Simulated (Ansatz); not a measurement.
## PtS2: single point with PBE

Crystal: PtS2.

```xyz
3
Lattice="3.5432 0.0000 0.0000 -1.7716 3.0685 0.0000 0.0000 0.0000 5.0388" Properties=species:S:1:pos:R:3 pbc="T T T"
Pt    0.0000    0.0000    0.0000
S     1.7716    1.0228    3.8950
S     0.0000    2.0457    1.1438
```

```json
{
  "Program": "Ansatz 0.2.0",
  "Task": "single point",
  "Functional": "PBE",
  "Potentials or basis": "Ansatz PAW",
  "Cutoff": "420 eV (not typed: the program's choice for these potentials)",
  "k mesh": "9 × 9 × 5",
  "Occupations": "gaussian, width 0.024 eV",
  "Spin": "no spin polarisation"
}
```

```yaml
Pressure: 11.6 GPa
Largest_force: 1.257 eV/Å
Band_gap_on_the_k_mesh: 1.02 eV, indirect (least direct gap 1.07 eV)
```

Forces in eV/Å, atoms in the order of the input:
```
Pt   0.000  0.000  0.000
S    0.000  0.000 -1.257
S    0.000  0.000  1.257
```

Stress tensor (GPa, compression positive):
```
12.18  0.00  0.00
 0.00 12.18  0.00
 0.00  0.00 10.42
```

Levels at points of the mesh, in eV from the valence-band top:
| k point | band 12 | band 13 | band 14 | band 15 | band 16 | band 17 | band 18 | band 19 |
| --- | --- | --- | --- | --- | --- | --- | --- | --- |
| (0.00, 0.00, 0.00) | -1.79 | -1.15 | -1.15 | -0.13 | 2.46 | 2.46 | 4.77 | 5.76 |

Wall time 1.2 s on 2 threads of Arm Neoverse V2, on a shared host, peak memory 0.33 GiB.

Caveat: odd divisions of the mesh miss points on the zone boundary, where band edges often lie, so the gap on the mesh can be too wide; spin-orbit coupling is left out, which moves the levels of the heavy elements; forces of over 1 eV/Å show positions far from the minimum, so gaps and moduli don't describe the material at rest. A k mesh can miss the band edges.
